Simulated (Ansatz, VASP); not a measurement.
## Si in VASP and in Ansatz

Contents of INCAR:

```
PREC = Accurate
ENCUT = 520
EDIFF = 1E-7
ISMEAR = 0
SIGMA = 0.05
LREAL = False
LASPH = True
NELM = 80
ALGO = Normal
ISIF = 2
LWAVE = False
LCHARG = False
GGA = CA
NBANDS = 11
```

Contents of KPOINTS:

```
Automatic mesh
0
Gamma
  12 12 12
```

The input POSCAR:

```
Si
1.0
    0.0000000000      2.4655248695      2.8518726166
    2.4655248695      0.0000000000      2.8518726166
    2.4655248695      2.4655248695      0.0000000000
Si
2
Direct
    0.5000000000      0.5000000000      0.5000000000
    0.7500000000      0.7500000000      0.7500000000
```

Input for Ansatz:

```yaml
crystal:
  lattice:
    - [0.0, 2.4655248695, 2.8518726166]
    - [2.4655248695, 0.0, 2.8518726166]
    - [2.4655248695, 2.4655248695, 0.0]
  atoms:
    - { symbol: Si, position: [0.5, 0.5, 0.5] }
    - { symbol: Si, position: [0.75, 0.75, 0.75] }
basis:
  ecutwfc: 420
kpoints:
  mp_grid: { grid: [12, 12, 12] }
hamiltonian:
  xc: lda
  pseudopotentials: { kind: paw, azcp: { folder: soft_1 } }
scf:
  occupations: { method: gaussian, width: 0.05 }
output:
  forces: true
  stress: true
  eigenvalues: true
  write_density: true
  write_potential: true
  elf: true
  volumetric_format: npy
```

Alike in both runs: task single point; functional LDA; k mesh 12 × 12 × 12; occupations gaussian, width 0.05 eV; no spin polarisation.

```csv
,VASP,Ansatz
version,VASP 6.6.1,Ansatz 0.2.0
potentials or method,"VASP PAW LDA potentials, release 64 (Si)","scalar-relativistic, plane waves, PAW"
plane-wave cutoff (eV),520,420
valence electrons in the cell,8,8
```

|  | VASP | Ansatz | Ansatz less VASP |
| --- | --- | --- | --- |
| gap on the k mesh at the Fermi level (eV) | none | none | - |
| pressure (GPa) | 14.7 | 14.6 | -0.08 |
| largest component of the traceless stress (GPa) | 10.85 | 10.86 | +0.012 |

A gap of «none» marks a metal or a gap that the smearing closes. Ansatz warned: «pseudo_functional_mismatch».
